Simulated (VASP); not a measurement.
# Y4N5 in VASP: notebook

The runs below take Y4N5 through single point, with PBE.

All numbers are computed with VASP 6.6.1; they aren't measurements. Logs are shortened: lines on timing, memory, paths and dates and some standing lists are left out, and cuts for length are marked.

## (1) The slab as given

The cell holds a slab with vacuum, 9 atoms: a = 3.449 Å, b = 3.449 Å, c = 23.263 Å, α = 90.00°, β = 90.00°, γ = 120.00°.

## (2) Single point, PBE

File INCAR:

```
SYSTEM = Y4N5
  PREC = Accurate
  ENCUT = 460
  EDIFF = 1E-5
  ISMEAR = 1
  SIGMA = 0.1
  LREAL = .FALSE.
  LASPH = .TRUE.
  NELM = 120
  ALGO = Normal
  ISIF = 2
  LWAVE = .FALSE.
  LCHARG = .FALSE.
  LDIPOL = .TRUE.
  IDIPOL = 3
  DIPOL = 0.5 0.5 0.500
  GGA = PE
  NBANDS = 52
  LVHAR = .TRUE.
  LVACPOTAV = .TRUE.
```

File KPOINTS:

```
Automatic mesh
0
G
  11 11 1
  0 0 0
```

File POSCAR:

```
Y4N5
1.0
    3.4485597718      0.0000000000      0.0000000000
   -1.7242798859      2.9865403689      0.0000000000
    0.0000000000      0.0000000000     23.2629490514
N Y
5 4
Direct
    0.3333333333      0.6666666667      0.2579208675
    0.0000000000      0.0000000000      0.3789604338
    0.6666666667      0.3333333333      0.5000000000
    0.3333333333      0.6666666667      0.6210395662
    0.0000000000      0.0000000000      0.7420791325
    0.6666666667      0.3333333333      0.3184406506
    0.3333333333      0.6666666667      0.4394802169
    0.0000000000      0.0000000000      0.5605197831
    0.6666666667      0.3333333333      0.6815593494
```

Potentials or basis: VASP PAW PBE potentials, release 64 (N, Y_sv).

Launch:

```bash
> cat potpaw_PBE.64/N/POTCAR potpaw_PBE.64/Y_sv/POTCAR > POTCAR
> mpirun -np 1 vasp_std > vasp.out
```

OUTCAR:

```text
SYSTEM = Y4N5
   PREC = Accurate
   ENCUT = 460
   EDIFF = 1E-5
   ISMEAR = 1
   LREAL = .FALSE.
   LASPH = .TRUE.
   NELM = 120
   ISIF = 2
   GGA = PE

 Found     16 irreducible k-points:

 Following reciprocal coordinates:
            Coordinates               Weight
  0.000000  0.000000  0.000000      1.000000
  0.090909  0.000000  0.000000      6.000000
  0.181818  0.000000  0.000000      6.000000
  0.272727  0.000000  0.000000      6.000000
  0.363636 -0.000000  0.000000      6.000000
  0.454545  0.000000  0.000000      6.000000
   k-points           NKPTS =     16   k-points in BZ     NKDIM =     16   number of bands    NBANDS=     52
   number of dos      NEDOS =    301   number of ions     NIONS =      9
   total plane-waves  NPLWV =  96768
   dimension x,y,z NGX =    24 NGY =   24 NGZ =  168
   dimension x,y,z NGXF=    48 NGYF=   48 NGZF=  336
   ions per type =               5   4
   NGX,Y,Z   is equivalent  to a cutoff of  11.57, 11.57, 12.01 a.u.
   NGXF,Y,Z  is equivalent  to a cutoff of  23.14, 23.14, 24.01 a.u.
 SYSTEM =  Y4N5
   PREC   = accura    normal or accurate (medium, high low for compatibility)
   ISTART =      0    job   : 0-new  1-cont  2-samecut
   ICHARG =      2    charge: 1-file 2-atom 10-const
   ISPIN  =      1    spin polarized calculation?
   LNONCOLLINEAR =      F non collinear calculations
   LSORBIT =      F    spin-orbit coupling
   LASPH  =      T    aspherical Exc in radial PAW
   ENCUT  =  460.0 eV  33.81 Ry    5.81 a.u.   6.03  6.03 40.68*2*pi/ulx,y,z
   NELM   =    120;   NELMIN=  2; NELMDL= -5     # of ELM steps
   EDIFF  = 0.1E-04   stopping-criterion for ELM
   LREAL  =      F    real-space projection
   EDIFFG = 0.1E-03   stopping-criterion for IOM
   NSW    =      0    number of steps for IOM
   IBRION =     -1    ionic relax: 0-MD 1-quasi-New 2-CG
   NFREE  =      0    steps in history (QN), initial steepest desc. (CG)
   ISIF   =      2    stress and relaxation
   ISYM   =      2    0-nonsym 1-usesym 2-fastsym
   POTIM  = 0.5000    time-step for ionic-motion
   TEBEG  =    0.0;   TEEND  =   0.0 temperature during run
   PSTRESS=    0.0 pullay stress
   NELECT =      69.0000    total number of electrons
   NUPDOWN=      -1.0000    fix difference up-down
   EMIN   =  10.00;   EMAX   =-10.00  energy-range for DOS
   EFERMI =   0.00;   METHOD = LEGACY
   ISMEAR =     1;   SIGMA  =   0.10  broadening in eV -4-tet -1-fermi 0-gaus
   EFERMI_NEDOS =   21; number of points for ismear=-14 and -15
   IALGO  =     38    algorithm
   IMIX   =      4    mixing-type and parameters
     AMIX     =   0.40;   BMIX     =  1.00
     AMIX_MAG =   1.60;   BMIX_MAG =  1.00
  volume/ion in A,a.u.               =      26.62       179.65
  Fermi-wavevector in a.u.,A,eV,Ry     =   1.081104  2.042991 15.902303  1.168786
  Thomas-Fermi vector in A             =   2.217112
   LORBIT       =      0    0 simple, 1 ext, 2 COOP (PROOUT), +10 PAW based schemes
   GGA     = PE    functional components
   LHFCALC =     F    Hartree Fock is set to
   AEXX    =    0.0000 exact exchange contribution
   IVDW    =     0    specifies the selected vdW correction
   LEPSILON=     F    determine dielectric tensor
   LRPA    =     F    only Hartree local field effects (RPA)
 non-spin polarized calculation
 Methfessel and Paxton  Order N= 1 SIGMA  =   0.10
  energy-cutoff  :      460.00
  volume of cell :      239.59
 maximum number of plane-waves:      5432
   NGX = 13   NGY = 13   NGZ = 81

 number of electron      69.0000003 magnetization

 dipolmoment           0.000000      0.000000     -0.000000 electrons x Angstroem

 Free energy of the ion-electron system (eV)
  ---------------------------------------------------
  ext. energy  EPLUGINS =         0.00000000
  ---------------------------------------------------
  free energy    TOTEN  =       -73.51096712 eV

  energy without entropy =      -73.49525068  energy(sigma->0) =      -73.50572830

 E-fermi :  -1.7007     XC(G=0):  -6.6300

 val. band max:       -1.7044317278   @ k =   0.2727   0.0909   0.0000
 cond. band min:      -1.6990530033   @ k =   0.4545   0.0909   0.0000
 fundamental gap:      0.0053787245
 Fermi energy:        -1.7006991738

 k-point     1 :       0.0000    0.0000    0.0000
  band No.  band energies     occupation
      1     -42.7747      2.00000
      2     -42.7133      2.00000
      3     -42.3370      2.00000
      4     -42.3366      2.00000
      5     -23.4244      2.00000
      6     -22.9846      2.00000
[... 38 lines left out ...]
     45       3.5125      0.00000
     46       3.5125      0.00000

 k-point     2 :       0.0909    0.0000    0.0000
  band No.  band energies     occupation
      1     -42.7671      2.00000
      2     -42.7078      2.00000
      3     -42.3308      2.00000
      4     -42.3304      2.00000
      5     -23.3942      2.00000
      6     -22.9786      2.00000
[... 38 lines left out ...]
     45       3.3989      0.00000
     46       3.6406      0.00000

 k-point     3 :       0.1818    0.0000    0.0000
  band No.  band energies     occupation
      1     -42.7462      2.00000
      2     -42.6934      2.00000
      3     -42.3140      2.00000
      4     -42.3138      2.00000
      5     -23.3127      2.00000
      6     -22.9937      2.00000
[... 38 lines left out ...]
     45       3.6853      0.00000
     46       3.8852      0.00000

 k-point     4 :       0.2727    0.0000    0.0000
  band No.  band energies     occupation
      1     -42.7179      2.00000
      2     -42.6750      2.00000
      3     -42.2920      2.00000
      4     -42.2919      2.00000
      5     -23.2284      2.00000
      6     -23.1144      2.00000
[... 38 lines left out ...]
     45       4.0913      0.00000
     46       4.2159      0.00000

 k-point     5 :       0.3636   -0.0000    0.0000
  band No.  band energies     occupation
      1     -42.6905      2.00000
      2     -42.6594      2.00000
      3     -42.2716      2.00000
      4     -42.2716      2.00000
      5     -23.3559      2.00000
      6     -23.1887      2.00000
[... 38 lines left out ...]
     45       4.7312      0.00000
     46       4.8690      0.00000

 k-point     6 :       0.4545    0.0000    0.0000
  band No.  band energies     occupation
      1     -42.6727      2.00000
      2     -42.6516      2.00000
      3     -42.2595      2.00000
      4     -42.2594      2.00000
      5     -23.4739      2.00000
      6     -23.2795      2.00000
[... 38 lines left out ...]
     45       5.1217      0.00000
     46       5.2823      0.00000

 [... further k-points ...]

 [bands above 46 left out]

------------------------ aborting loop because EDIFF is reached ----------------------------------------

  FORCE on cell =-STRESS in cart. coord.  units (eV):
  Direction    XX          YY          ZZ          XY          YZ          ZX
  --------------------------------------------------------------------------------------
  -------------------------------------------------------------------------------------
  Total        0.3437312      0.3437312     -3.8293925     -0.0000000      0.0000000     -0.0000000
  in kB        2.2985745      2.2985745    -25.6076392     -0.0000000      0.0000000     -0.0000000
  external PRESSURE =      -7.0034967 kB  Pullay stress =       0.0000000 kB

 VOLUME and BASIS-vectors are now :
 -----------------------------------------------------------------------------
  energy-cutoff  :      460.00
  volume of cell :      239.59
      direct lattice vectors                 reciprocal lattice vectors
     3.448559772  0.000000000  0.000000000     0.289976125  0.167417794  0.000000000
    -1.724279886  2.986540369  0.000000000     0.000000000  0.334835588  0.000000000
     0.000000000  0.000000000 23.262949051     0.000000000  0.000000000  0.042986811

 POSITION                                       TOTAL-FORCE (eV/Angst)
 -----------------------------------------------------------------------------------
     -0.00000      1.99103      6.00000         0.000000      0.000000      1.837244
      0.00000      0.00000      8.81574         0.000000      0.000000      0.346279
      1.72428      0.99551     11.63147        -0.000000      0.000000     -0.000000
     -0.00000      1.99103     14.44721         0.000000     -0.000000     -0.346279
      0.00000      0.00000     17.26295        -0.000000      0.000000     -1.837244
      1.72428      0.99551      7.40787        -0.000000      0.000000     -2.252137
     -0.00000      1.99103     10.22361         0.000000     -0.000000     -0.090534
      0.00000      0.00000     13.03934         0.000000      0.000000      0.090534
      1.72428      0.99551     15.85508        -0.000000     -0.000000      2.252137
 -----------------------------------------------------------------------------------
    total drift:                                0.000000     -0.000000      0.000000

  FREE ENERGIE OF THE ION-ELECTRON SYSTEM (eV)
  ---------------------------------------------------
  free  energy   TOTEN  =       -73.5109671159 eV

  energy  without entropy=      -73.4952506793  energy(sigma->0) =      -73.50572830

 vacuum level on the upper side and lower side of the slab         6.436         6.436
```

Wall time 4.3 min (1 thread of Intel Xeon Platinum 8488C (Sapphire Rapids), shared host); peak memory 0.36 GiB.

The run converged, but some of its settings lie outside the range that counts as converged, so its numbers aren't taken as properties of the slab.

What came out:

```yaml
Free_energy: -73.5110 eV
Largest_force: 2.252 eV/Å
Band_gap_on_the_k_mesh: none (metal or under the smearing width)
Work_function_of_the_upper_face: 8.14 eV
Work_function_of_the_lower_face: 8.14 eV
```

Caveat: the cutoff is under 1.25 times the usual one of these potentials, so pressure, stress and relaxed cells hold a basis-set (Pulay) error.

## (3) Single point, PBE

This run uses another cell than the first one, of 30.05 Å³/atom, 1.129 times its volume.

INCAR: that of step 2 with these lines changed.

```diff
@@ -3,3 +3,3 @@
   ENCUT = 460
-  EDIFF = 1E-5
+  EDIFF = 1E-7
   ISMEAR = 1
```

KPOINTS is that of step 2.

File POSCAR:

```
Y4N5
1.0
    3.4485597718      0.0000000000      0.0000000000
   -1.7242798859      2.9865403689      0.0000000000
    0.0000000000      0.0000000000     26.2629490514
N Y
5 4
Direct
    0.3333333333      0.6666666667      0.2855734132
    0.0000000000      0.0000000000      0.3927867066
    0.6666666667      0.3333333333      0.5000000000
    0.3333333333      0.6666666667      0.6072132934
    0.0000000000      0.0000000000      0.7144265868
    0.6666666667      0.3333333333      0.3391800599
    0.3333333333      0.6666666667      0.4463933533
    0.0000000000      0.0000000000      0.5536066467
    0.6666666667      0.3333333333      0.6608199401
```

Potentials or basis: VASP PAW PBE potentials, release 64 (N, Y_sv).

Launch:

```bash
> cat potpaw_PBE.64/N/POTCAR potpaw_PBE.64/Y_sv/POTCAR > POTCAR
> mpirun -np 1 vasp_std > vasp.out
```

It took 6.2 min on 1 thread of Intel Xeon Platinum 8488C (Sapphire Rapids), shared host; peak memory 0.41 GiB.

The run converged, but some of its settings lie outside the range that counts as converged, so its numbers aren't taken as properties of the slab.

What came out:

| Quantity | Value |
| --- | --- |
| Free energy | -73.5107 eV |
| Largest force | 2.252 eV/Å |
| Band gap on the k mesh | none (metal or under the smearing width) |
| Work function of the upper face | 8.14 eV |
| Work function of the lower face | 8.14 eV |

Caveat: the cutoff is under 1.25 times the usual one of these potentials, so pressure, stress and relaxed cells hold a basis-set (Pulay) error.

[end of part 1 of 2]
